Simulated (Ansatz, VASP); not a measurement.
## WS2: VASP beside Ansatz

```xyz
6
Lattice="3.1842 0.0000 0.0000 -1.5921 2.7576 0.0000 0.0000 0.0000 12.9783" Properties=species:S:1:pos:R:3 pbc="T T T"
W     0.0000    1.8384    3.2446
W     1.5921    0.9192    9.7337
S     0.0000    1.8384    8.1738
S     1.5921    0.9192    1.6846
S     0.0000    1.8384   11.2936
S     1.5921    0.9192    4.8045
```

The cell is a database's computed one.

Alike in both runs: task single point; functional LDA; k mesh 6 × 6 × 2; occupations gaussian, width 0.1 eV; no spin polarisation.

|  | VASP | Ansatz |
| --- | --- | --- |
| version | VASP 6.6.1 | Ansatz 0.2.0 |
| potentials or method | VASP PAW LDA potentials, release 64 (W_sv, S) | scalar-relativistic, plane waves, PAW |
| plane-wave cutoff (eV) | 520 | 420 |
| valence electrons in the cell | 52 | 52 |

Ansatz gave:

| Quantity | Value |
| --- | --- |
| gap on the k mesh at the Fermi level (eV) | 1.15 |
| least direct gap on the mesh (eV) | 1.72 |
| pressure (GPa) | -5.7 |
| largest component of the traceless stress (GPa) | 1.33 |
| rms of the force components (eV/Å) | 0.151 |

Question: What did VASP give for the same quantities?

Answer: gap on the k mesh at the Fermi level (eV): 1.16; least direct gap on the mesh (eV): 1.73; pressure (GPa): -5.4; largest component of the traceless stress (GPa): 1.33; rms of the force components (eV/Å): 0.130.

Atom by atom the forces differ by 0.020 eV/Å (rms over components). Ansatz warned: «pseudo_functional_mismatch».

Caveats: spin-orbit coupling is left out, which moves the levels of the heavy elements. LDA gaps usually lie below the measured ones, often by a third to a half. A k mesh can miss the band edges.
